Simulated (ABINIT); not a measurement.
# Pd (P-1) in ABINIT: convergence with smearing width

Aim: find how far smearing width must go before the results for Pd settle, at PBE. This setting moves, with any that are tied to it; all else stays.

Everything below comes from runs of ABINIT 10.8.3 (patched build). Logs are shortened: lines on timing, memory, paths and dates and some standing lists are left out, and cuts for length are marked. The log counts tension as positive stress, the text compression.

### 1 The cell of the first run

The typed cell holds 2 atoms: a = 2.784 Å, b = 2.784 Å, c = 4.629 Å, α = 90.00°, β = 90.00°, γ = 120.00°.

This isn't the form of Pd at room conditions, which is fcc.

The cell isn't the ideal one: atoms moved at random, drawn with an rms of 0.05 Å.

### 2 With smearing width 0.272 eV

Input file run.abi:

```
pp_dirpath "./"
pseudos "Pd.GGA_PBE-JTH.xml"

acell 3*1.0
rprim
     5.2603645593     0.0000000000     0.0000000000
    -2.6301822796     4.5556093415     0.0000000000
     0.0000000000     0.0000000000     8.7473400302
ntypat 1
znucl 46
natom 2
typat 1 1
xred
     0.3285010000     0.6916820000     0.2409910000
     0.6692900000     0.3439870000     0.7587270000
chkprim 0
chksymtnons 0
tolsym 1.0e-6

ecut 598.650497 eV
pawecutdg 44.0
pawxcdev 0

kptopt 1
ngkpt 8 8 4
nshiftk 1
shiftk 0.0 0.0 0.0

ixc 11

nband 22
occopt 4
tsmear 0.272 eV

nstep 100
tolvrs 1.0e-9

iomode 3
prtwf 0
prtden 0
prteig 0
prtebands 0
enunit 2
```

Potentials or basis: JTH PAW PBE v2.0.

Command:

```bash
$ abinit run.abi > log 2>&1
```

Run time: 3.2 min. Hardware: 1 thread of Arm Neoverse V1, shared host; peak memory 0.19 GiB.

The run converged. Its results:

```
Free energy                                           : -7010.6052 eV
Pressure                                              : -1.0 GPa
Largest force                                         : 0.679 eV/Å
Band gap on the k mesh                                : none (metal or under the smearing width)
Valence electrons inside the program's atomic spheres : Pd 16.86, 16.85 (radii [1.3291] Å)
```

### 3 With smearing width 0.2 eV

run.abi, as its differences from that of step 2:

```diff
@@ -32,3 +32,3 @@
 occopt 4
-tsmear 0.272 eV
+tsmear 0.2 eV
```

Potentials or basis: JTH PAW PBE v2.0.

Command:

```bash
$ abinit run.abi > log 2>&1
```

It took 3.5 min on 1 thread of Arm Neoverse V1, shared host; peak memory 0.19 GiB.

Results (log left out):

- Free energy: -7010.6062 eV
- Pressure: -1.0 GPa
- Largest force: 0.684 eV/Å
- Band gap on the k mesh: none (metal or under the smearing width)
- Valence electrons inside the program's atomic spheres: Pd 16.86 (radii [1.3291] Å)

### 4 With smearing width 0.136 eV

run.abi, as its differences from that of step 3:

```diff
@@ -32,3 +32,3 @@
 occopt 4
-tsmear 0.2 eV
+tsmear 0.136 eV
```

Command:

```bash
$ abinit run.abi > log 2>&1
```

Wall time 3.2 min (1 thread of Arm Neoverse V1, shared host); peak memory 0.19 GiB.

The run converged. Its results:

```yaml
Free_energy: -7010.6071 eV
Pressure: -0.9 GPa
Largest_force: 0.683 eV/Å
Band_gap_on_the_k_mesh: none (metal or under the smearing width)
Valence_electrons_inside_the_program's_atomic_spheres: Pd 16.86 (radii [1.3291] Å)
```

### 5 With smearing width 0.1 eV

run.abi, as its differences from that of step 4:

```diff
@@ -32,3 +32,3 @@
 occopt 4
-tsmear 0.136 eV
+tsmear 0.1 eV
```

Command:

```bash
$ abinit run.abi > log 2>&1
```

Wall time 3 min (1 thread of Arm Neoverse V1, shared host); peak memory 0.19 GiB.

Results (log left out):

| Item | Value |
| --- | --- |
| Free energy | -7010.6076 eV |
| Pressure | -1.0 GPa |
| Largest force | 0.684 eV/Å |
| Band gap on the k mesh | none (metal or under the smearing width) |
| Valence electrons inside the program's atomic spheres | Pd 16.86 (radii [1.3291] Å) |

### 6 With smearing width 0.05 eV

run.abi, as its differences from that of step 5:

```diff
@@ -32,3 +32,3 @@
 occopt 4
-tsmear 0.1 eV
+tsmear 0.05 eV
```

Potentials or basis: JTH PAW PBE v2.0.

Command:

```bash
$ abinit run.abi > log 2>&1
```

Wall time 2.9 min (1 thread of Arm Neoverse V1, shared host); peak memory 0.19 GiB.

Results (log left out):

```yaml
Free_energy: -7010.6081 eV
Pressure: -1.0 GPa
Largest_force: 0.688 eV/Å
Band_gap_on_the_k_mesh: none (metal or under the smearing width)
Valence_electrons_inside_the_program's_atomic_spheres: Pd 16.86, 16.85 (radii [1.3291] Å)
```

### 7 With smearing width 0.025 eV

run.abi, as its differences from that of step 6:

```diff
@@ -32,3 +32,3 @@
 occopt 4
-tsmear 0.05 eV
+tsmear 0.025 eV
```

Command:

```bash
$ abinit run.abi > log 2>&1
```

Wall time 2.9 min (1 thread of Arm Neoverse V1, shared host); peak memory 0.19 GiB.

It converged, with:

```
Free energy                                           : -7010.6076 eV
Pressure                                              : -1.0 GPa
Largest force                                         : 0.694 eV/Å
Band gap on the k mesh                                : none (metal or under the smearing width)
Valence electrons inside the program's atomic spheres : Pd 16.86, 16.85 (radii [1.3291] Å)
```

### 8 With smearing width 0.01 eV

run.abi, as its differences from that of step 7:

```diff
@@ -32,3 +32,3 @@
 occopt 4
-tsmear 0.025 eV
+tsmear 0.01 eV
```

Potentials or basis: JTH PAW PBE v2.0.

Command:

```bash
$ abinit run.abi > log 2>&1
```

run.abo:

```text
.Version 10.8.3 of ABINIT
 Symmetries : space group P-1 (#  2); Bravais aP (primitive triclinic)
================================================================================
 Values of the parameters that define the memory need of the present run
     intxc =       0    ionmov =       0      iscf =      17    lmnmax =      18
     lnmax =       6     mgfft =      40  mpssoang =       3    mqgrid =    3001
     natom =       2  nloc_mem =       2    nspden =       1   nspinor =       1
    nsppol =       1      nsym =       2    n1xccc =       1    ntypat =       1
    occopt =       4   xclevel =       2
       mpw =        1051          nfft =       23040          nkpt =         132
 PAW method is used; the additional fine FFT grid is defined by:
   mgfftf=        54    nfftf =     55296
================================================================================
================================================================================

--------------------------------------------------------------------------------
------------- Echo of variables that govern the present computation ------------
--------------------------------------------------------------------------------
 -outvars: echo values of preprocessed input variables --------
            acell      1.0000000000E+00  1.0000000000E+00  1.0000000000E+00 Bohr
              amu      1.06420000E+02
          chkprim           0
      chksymtnons           0
             ecut      2.20000000E+01 Hartree
           enunit           2
                       outvar_i_n : Printing only first  50 k-points.
              ixc          11
                       outvar_i_n : Printing only first  50 k-points.
         kptrlatt        8    0    0      0    8    0      0    0    4
          kptrlen      3.49893601E+01
            natom           2
            nband          22
            ngfft          24      24      40
          ngfftdg          32      32      54
             nkpt         132
            nstep         100
             nsym           2
           ntypat           1
                       prtocc : prtvol=0, do not print more k-points.
           occopt           4
        pawecutdg      4.40000000E+01 Hartree
         pawxcdev           0
           prtden           0
        prtebands           0
           prteig           0
            prtwf           0
            rprim      5.2603645593E+00  0.0000000000E+00  0.0000000000E+00
                      -2.6301822796E+00  4.5556093415E+00  0.0000000000E+00
                       0.0000000000E+00  0.0000000000E+00  8.7473400302E+00
          spgroup           2
           tolsym      1.00000000E-06
           tolvrs      1.00000000E-09
           tsmear      3.67493222E-04 Hartree
            typat      1  1
           useylm           1
                       outvars : Printing only first  50 k-points.
           xangst     -4.8268751844E-02  1.6674548430E+00  1.1155215522E+00
                       1.3843068835E+00  8.2925793800E-01  3.5120660968E+00
[... 145 lines left out ...]

 cartesian forces (hartree/bohr) at end:
    1      0.00084425823619    -0.00065450507212     0.01348777383379
    2     -0.00084425823619     0.00065450507212    -0.01348777383379
 frms,max,avg= 7.8115554E-03 1.3487774E-02   0.000E+00  0.000E+00  0.000E+00 h/b

 cartesian forces (eV/Angstrom) at end:
    1      0.04341350401825    -0.03365600400488     0.69356921665673
    2     -0.04341350401825     0.03365600400488    -0.69356921665673
 frms,max,avg= 4.0168633E-01 6.9356922E-01   0.000E+00  0.000E+00  0.000E+00 e/A
 length scales=  1.000000000000  1.000000000000  1.000000000000 bohr
              =  0.529177210544  0.529177210544  0.529177210544 angstroms
 Fermi (or HOMO) energy (hartree) =   0.39776   Average Vxc (hartree)=  -0.45092
 Eigenvalues (hartree) for nkpt= 132  k points:
 kpt#   1, nband= 22, wtk=  0.00391, kpt=  0.0000  0.0000  0.0000 (reduced coord)
  -2.68915   -2.68762   -1.43327   -1.42561   -1.42466   -1.42366   -1.42318   -1.42105
   0.14712    0.21503    0.29746    0.30286    0.30422    0.31453    0.31579    0.33730
   0.34395    0.38638    0.39236    0.43524    0.63872    1.02054
      occupation numbers for kpt#   1
   2.00000    2.00000    2.00000    2.00000    2.00000    2.00000    2.00000    2.00000
   2.00000    2.00000    2.00000    2.00000    2.00000    2.00000    2.00000    2.00000
   2.00000    2.00000    2.00000    0.00000    0.00000    0.00000
 prteigrs : prtvol=0 or 1, do not print more k-points.

 Fermi (or HOMO) energy (eV) =  10.82355   Average Vxc (eV)= -12.27023
 Eigenvalues (   eV  ) for nkpt= 132  k points:
 kpt#   1, nband= 22, wtk=  0.00391, kpt=  0.0000  0.0000  0.0000 (reduced coord)
 -73.17541  -73.13374  -39.00128  -38.79277  -38.76708  -38.73971  -38.72683  -38.66874
   4.00345    5.85125    8.09429    8.24125    8.27835    8.55870    8.59311    9.17831
   9.35938   10.51382   10.67677   11.84347   17.38047   27.77020
 prteigrs : prtvol=0 or 1, do not print more k-points.

--- !EnergyTerms
iteration_state     : {dtset: 1, }
comment             : Components of total free energy in Hartree
kinetic             :  2.65473197792841E+01
hartree             :  3.07449840918689E+01
xc                  : -8.53249197526359E+00
Ewald energy        : -1.98245498604715E+02
psp_core            :  1.56405347997064E+01
local_psp           : -1.04072683467029E+02
PAW spherical_terms : -1.97172492127167E+01
internal            : -2.57635084588865E+02
'-kT*entropy'       : -3.86751375338765E-06
total_energy        : -2.57635088456379E+02
total_energy_eV     : -7.01060790250401E+03
...

--- !EnergyTermsDC
iteration_state     : {dtset: 1, }
comment             : '"Double-counting" decomposition of free energy'
band_energy         : -2.17107582427616E+01
Ewald energy        : -1.98245498604715E+02
psp_core            :  1.56405347997064E+01
xc_dc               : -2.94538813004603E+01
PAW spherical_terms : -2.38654640331238E+01
internal            : -2.57635067381354E+02
'-kT*entropy'       : -3.86751375338765E-06
total_energy_dc     : -2.57635071248868E+02
total_energy_dc_eV  : -7.01060743426378E+03
...

--- !EnergyTermsWithPAWCore
iteration_state     : {dtset: 1, }
comment             : 'Components of total free energy, including PAW core contributions'
Total energy        : -1.00920502094553E+04
Total energy DC     : -1.00920501922477E+04
Total energy (eV)   : -2.74618676263320E+05
Total energy DC (eV): -2.74618675795080E+05
...

 Cartesian components of stress tensor (hartree/bohr^3)
  sigma(1 1)=  6.08294176E-05  sigma(3 2)=  1.75690930E-06
  sigma(2 2)=  4.51818475E-05  sigma(3 1)= -2.98817746E-06
  sigma(3 3)=  1.45836010E-06  sigma(2 1)= -1.00924558E-05

-Cartesian components of stress tensor (GPa)         [Pressure= -1.0540E+00 GPa]
- sigma(1 1)=  1.78966325E+00  sigma(3 2)=  5.16900562E-02
- sigma(2 2)=  1.32929585E+00  sigma(3 1)= -8.79152161E-02
- sigma(3 3)=  4.29064355E-02  sigma(2 1)= -2.96930302E-01

== END DATASET(S) ==============================================================
================================================================================

 -outvars: echo values of variables after computation  --------
            acell      1.0000000000E+00  1.0000000000E+00  1.0000000000E+00 Bohr
           etotal     -2.5763507125E+02
            fcart      8.4425823619E-04 -6.5450507212E-04  1.3487773834E-02
                      -8.4425823619E-04  6.5450507212E-04 -1.3487773834E-02
            rprim      5.2603645593E+00  0.0000000000E+00  0.0000000000E+00
                      -2.6301822796E+00  4.5556093415E+00  0.0000000000E+00
                       0.0000000000E+00  0.0000000000E+00  8.7473400302E+00
           strten      6.0829417596E-05  4.5181847527E-05  1.4583601021E-06
                       1.7569093010E-06 -2.9881774576E-06 -1.0092455819E-05
           xangst     -4.8268751844E-02  1.6674548430E+00  1.1155215522E+00
                       1.3843068835E+00  8.2925793800E-01  3.5120660968E+00
             xred      3.2850100000E-01  6.9168200000E-01  2.4099100000E-01
                       6.6929000000E-01  3.4398700000E-01  7.5872700000E-01
 Calculation completed.
```

Run time: 3.2 min. Hardware: 1 thread of Arm Neoverse V1, shared host; peak memory 0.19 GiB.

What came out:

- Free energy: -7010.6074 eV
- Pressure: -1.1 GPa
- Largest force: 0.696 eV/Å
- Band gap on the k mesh: none (metal or under the smearing width)
- Valence electrons inside the program's atomic spheres: Pd 16.85 (radii [1.3291] Å)

### 9 Summary

| smearing width | energy less the tightest run (meV/atom) | pressure (GPa) | largest force (eV/Å) | SCF cycles | CPU time (s) | peak memory (GiB) |
| --- | --- | --- | --- | --- | --- | --- |
| 0.272 eV | 1.13 | -0.97 | 0.679 | 25 | 190 | 0.19 |
| 0.2 eV | 0.62 | -0.96 | 0.684 | 28 | 210 | 0.19 |
| 0.136 eV | 0.14 | -0.95 | 0.683 | 25 | 190 | 0.19 |
| 0.1 eV | -0.09 | -0.96 | 0.684 | 24 | 180 | 0.19 |
| 0.05 eV | -0.31 | -0.98 | 0.688 | 23 | 180 | 0.19 |
| 0.025 eV | -0.10 | -1.01 | 0.694 | 23 | 180 | 0.19 |
| 0.01 eV | 0.00 | -1.05 | 0.696 | 25 | 190 | 0.19 |

Against the tightest run, the energy stays within 1 meV/atom from 0.2 eV on; the pressure stays within 0.1 GPa from 0.1 eV on; the largest force stays within 0.005 eV/Å from 0.025 eV on. Narrower smearing needs a denser k mesh, so at a fixed mesh the narrowest width isn't the most accurate. The tightest run that finished is the yardstick and may itself not be fully converged.
